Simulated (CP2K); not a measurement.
Write the native input for CP2K 2026.2 that does the following.

```yaml
Task: band structure
Functional: LDA
Potentials_or_basis: GTH_POTENTIALS Sn GTH-PADE-q4, O GTH-PADE-q6; TZVP-MOLOPT-PBE-GTH basis
Density_cutoff: 8163 eV
k_mesh: 6 × 6 × 8
Occupations: fermi-dirac, width 0.1 eV
Spin: no spin polarisation
SCF_solver: diagonalisation with k points
Quickstep_method: GPW
EPS_DEFAULT: 1.0E-9
EPS_SCF: 1.0E-6
MAX_SCF: 100
SCF_GUESS: ATOMIC
k_points_reduced_by_the_point_group: yes
Mesh_centred_on_Gamma: yes
CHOLESKY: OFF
EPS_EIGVAL: 1.0E-7
MIXING_METHOD: BROYDEN_MIXING
MIXING_ALPHA: 0.4
NBUFFER: 8
NGRIDS: 4
Basis_sets: Sn TZVP-MOLOPT-PBE-GTH-q4, O TZVP-MOLOPT-PBE-GTH-q6
Potentials: Sn GTH-PADE-q4 of GTH_POTENTIALS, O GTH-PADE-q6 of GTH_POTENTIALS
ADDED_MOS: "[18]"
Points_a_segment_of_the_path_NPOINTS: 10
Bands_added_on_the_path: 4
MPI_ranks: 3
REL_CUTOFF_Ry: 60 Ry
MIXING_BETA_1/bohr: 1.5 1/bohr
CUTOFF_of_the_grids: 600 Ry
```

Crystal: SnO2.

```
Sn O
1.0
     4.78800    0.00000    0.00000
     0.00000    4.86658    0.00000
     0.00000    0.00000    3.24090
Sn O
2 4
Direct
  0.00000 0.00000 0.00000
  0.50000 0.50000 0.50000
  0.70815 0.67896 0.00000
  0.20814 0.82104 0.50000
  0.79185 0.17896 0.50000
  0.29185 0.32104 0.00000
```

The cell is a database's computed one.

These files were run (other wordings do the same):

sno2_bands.inp

```
&GLOBAL
  PROJECT sno2_bands
  RUN_TYPE ENERGY_FORCE
  PRINT_LEVEL LOW
&END GLOBAL
&FORCE_EVAL
  METHOD QS
  STRESS_TENSOR ANALYTICAL
  &DFT
    BASIS_SET_FILE_NAME BASIS_MOLOPT_UZH
    POTENTIAL_FILE_NAME GTH_POTENTIALS
    &MGRID
      CUTOFF 600
      REL_CUTOFF 60
      NGRIDS 4
    &END MGRID
    &QS
      METHOD GPW
      EPS_DEFAULT 1.0E-9
    &END QS
    &KPOINTS
      SCHEME MONKHORST-PACK 6 6 8
      GAMMA_CENTERED T
      SYMMETRY T
      SYMMETRY_BACKEND SPGLIB
    &END KPOINTS
    &SCF
      SCF_GUESS ATOMIC
      EPS_SCF 1.0E-6
      MAX_SCF 100
      ADDED_MOS 18
      CHOLESKY OFF
      EPS_EIGVAL 1.0E-7
      &DIAGONALIZATION ON
        ALGORITHM STANDARD
      &END DIAGONALIZATION
      &MIXING ON
        METHOD BROYDEN_MIXING
        ALPHA 0.4
        BETA 1.5
        NBUFFER 8
      &END MIXING
      &SMEAR ON
        METHOD FERMI_DIRAC
        ELECTRONIC_TEMPERATURE [K] 1160.452
      &END SMEAR
    &END SCF
    &XC
      &XC_FUNCTIONAL
        &LDA_X
        &END LDA_X
        &LDA_C_PW
        &END LDA_C_PW
      &END XC_FUNCTIONAL
    &END XC
    &PRINT
      &KPOINTS ON
      &END KPOINTS
      &MULLIKEN ON
      &END MULLIKEN
      &MO ON
        ENERGIES T
        OCCUPATION_NUMBERS T
        &EACH
          QS_SCF 0
        &END EACH
        ADD_LAST NUMERIC
      &END MO
      &BAND_STRUCTURE
        FILE_NAME bands.bs
        ADDED_MOS 4
        &KPOINT_SET
          UNITS B_VECTOR
          NPOINTS 10
          SPECIAL_POINT GAMMA 0.00000000 0.00000000 0.00000000
          SPECIAL_POINT X 0.00000000 0.00000000 0.50000000
          SPECIAL_POINT S 0.50000000 0.00000000 0.50000000
          SPECIAL_POINT Y 0.50000000 0.00000000 0.00000000
          SPECIAL_POINT GAMMA 0.00000000 0.00000000 0.00000000
          SPECIAL_POINT Z 0.00000000 0.50000000 0.00000000
          SPECIAL_POINT U 0.00000000 0.50000000 0.50000000
          SPECIAL_POINT R 0.50000000 0.50000000 0.50000000
          SPECIAL_POINT T 0.50000000 0.50000000 0.00000000
          SPECIAL_POINT Z 0.00000000 0.50000000 0.00000000
        &END KPOINT_SET
        &KPOINT_SET
          UNITS B_VECTOR
          NPOINTS 10
          SPECIAL_POINT Y 0.50000000 0.00000000 0.00000000
          SPECIAL_POINT T 0.50000000 0.50000000 0.00000000
        &END KPOINT_SET
        &KPOINT_SET
          UNITS B_VECTOR
          NPOINTS 10
          SPECIAL_POINT U 0.00000000 0.50000000 0.50000000
          SPECIAL_POINT X 0.00000000 0.00000000 0.50000000
        &END KPOINT_SET
        &KPOINT_SET
          UNITS B_VECTOR
          NPOINTS 10
          SPECIAL_POINT S 0.50000000 0.00000000 0.50000000
          SPECIAL_POINT R 0.50000000 0.50000000 0.50000000
        &END KPOINT_SET
      &END BAND_STRUCTURE
    &END PRINT
  &END DFT
  &SUBSYS
    &CELL
      ABC 4.7880040000 4.8665820000 3.2408980000
      ALPHA_BETA_GAMMA 90.0000000000 90.0000000000 90.0000000000
      PERIODIC XYZ
    &END CELL
    &COORD
      Sn  0.0000000000 0.0000000000 0.0000000000
      Sn  2.3940020000 2.4332910000 1.6204490000
      O   3.3906010926 3.3042047816 0.0000000000
      O   0.9965990926 3.9956682184 1.6204490000
      O   3.7914049074 0.8709137816 1.6204490000
      O   1.3974029074 1.5623772184 0.0000000000
    &END COORD
    &KIND Sn
      BASIS_SET TZVP-MOLOPT-PBE-GTH-q4
      POTENTIAL GTH-PADE-q4
    &END KIND
    &KIND O
      BASIS_SET TZVP-MOLOPT-PBE-GTH-q6
      POTENTIAL GTH-PADE-q6
    &END KIND
    &PRINT
      &ATOMIC_COORDINATES ON
      &END ATOMIC_COORDINATES
      &CELL ON
      &END CELL
    &END PRINT
  &END SUBSYS
  &PRINT
    &FORCES ON
    &END FORCES
    &STRESS_TENSOR ON
    &END STRESS_TENSOR
  &END PRINT
&END FORCE_EVAL
```

Potentials or basis: GTH_POTENTIALS Sn GTH-PADE-q4, O GTH-PADE-q6; TZVP-MOLOPT-PBE-GTH basis.

Run with:

```console
$ OMP_NUM_THREADS=1 mpirun -n 3 cp2k.psmp -i sno2_bands.inp -o sno2_bands.out
```

Results of the run:

```yaml
Pressure: -12.0 GPa
Largest_force: 0.245 eV/Å
Band_gap_on_the_k_mesh: 0.54 eV, indirect (least direct gap 0.56 eV)
Band_gap_along_the_path: 0.52 eV, indirect (least direct gap 0.56 eV)
Mulliken_charges: Sn +2.17; O -1.08 e
```

Caveat: Mulliken charges move with the basis; spin-orbit coupling is left out, which moves the levels of the heavy elements; the basis of atomic orbitals isn't converged, which shifts pressures, moduli and gaps.

Wall time 41 s on 3 MPI ranks on Intel(R) Xeon(R) Platinum 8488C (Sapphire Rapids), on a shared host.
